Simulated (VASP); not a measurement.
## BN (Qingsongite): relaxation of cell and atoms with PBEsol

BN (Qingsongite):

```
CELL_PARAMETERS angstrom
0.00000 1.80332 1.80332
1.80332 0.00000 1.80332
1.80332 1.80332 0.00000
ATOMIC_POSITIONS crystal
B 0.00000 0.00000 0.00000
N 0.25000 0.25000 0.25000
```

```yaml
Program: VASP 6.6.1
Task: relaxation of cell and atoms
Functional: PBEsol
Potentials_or_basis: VASP PAW PBE potentials, release 64 (B, N)
Cutoff: 600 eV
k_mesh: 14 × 14 × 14
Occupations: gaussian, width 0.03 eV
Spin: no spin polarisation
Further_INCAR_settings: ALGO = Normal; EDIFF = 1e-07; IBRION = 2; EDIFFG = -0.005; NSW = 90; ISIF = 3
```

```json
{
 "Pressure after relaxing": "0.0 GPa",
 "Band gap on the k mesh": "4.28 eV, indirect (least direct gap 8.79 eV)"
}
```

Final structure:
```
B N
1.0
     0.00000    1.80332    1.80332
     1.80332    0.00000    1.80332
     1.80332    1.80332    0.00000
B N
1 1
Direct
  0.00000 0.00000 0.00000
  0.25000 0.25000 0.25000
```

Levels at points of the mesh, in eV from the valence-band top:
```tsv
k point	band 2	band 3	band 4	band 5	band 6	band 7
(0.00, 0.00, 0.00)	0.00	0.00	0.00	8.79	8.79	8.79
(0.50, 0.00, 0.00)	-10.84	-1.96	-1.96	10.18	10.66	10.66
(0.50, 0.50, 0.00)	-9.01	-4.97	-4.97	4.28	9.13	17.98
```

Wall time 14 s on 1 thread of Intel(R) Xeon(R) Platinum 8259CL CPU @ 2.50GHz (Skylake/Cascade Lake), on a shared host, peak memory 0.12 GiB.

Caveat: the relaxation stopped at its first step, so nothing moved; the PAW data sets were made with another functional, which shifts forces and pressure a little. A hybrid or GW would open this gap; PBEsol tends to underestimate it.
